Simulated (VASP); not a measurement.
# K: single point with PBE

K, a slab with vacuum:

```
CELL_PARAMETERS angstrom
4.72513 0.00000 0.00000
-2.20936 4.17679 0.00000
0.00000 0.00000 22.81180
ATOMIC_POSITIONS crystal
K 0.17939 0.82061 0.32878
K 0.82061 0.17939 0.50000
K 0.17939 0.82061 0.67122
```

```yaml
Program: VASP 6.6.1
Task: single point
Functional: PBE
Potentials_or_basis: VASP PAW PBE potentials, release 64 (K_sv_GW)
Cutoff: 600 eV
k_mesh: 7 × 7 × 1
Occupations: fermi-dirac, width 0.05 eV
Spin: no spin polarisation
Dipole_correction: yes
Further_INCAR_settings: ALGO = Normal; EDIFF = 1e-06; NBANDS = 20
```

| Quantity | Value |
| --- | --- |
| Largest force | 0.034 eV/Å |
| Band gap on the k mesh | none (metal or under the smearing width) |
| Work function of the upper face | 2.38 eV |
| Work function of the lower face | 2.38 eV |

Forces on the atoms (eV/Å):
```
K   -0.001  0.000  0.034
K    0.002 -0.001  0.000
K   -0.001  0.000 -0.034
```

Levels at points of the mesh, in eV from the Fermi level:
```tsv
k point	band 12	band 13	band 14	band 15	band 16	band 17
(0.00, 0.00, 0.00)	-15.63	-1.91	-1.38	-0.52	0.58	1.29
```

Run time: 3.5 min on 1 thread of Intel(R) Xeon(R) 6975P-C (Granite Rapids), with other jobs on the host, peak memory 0.67 GiB.
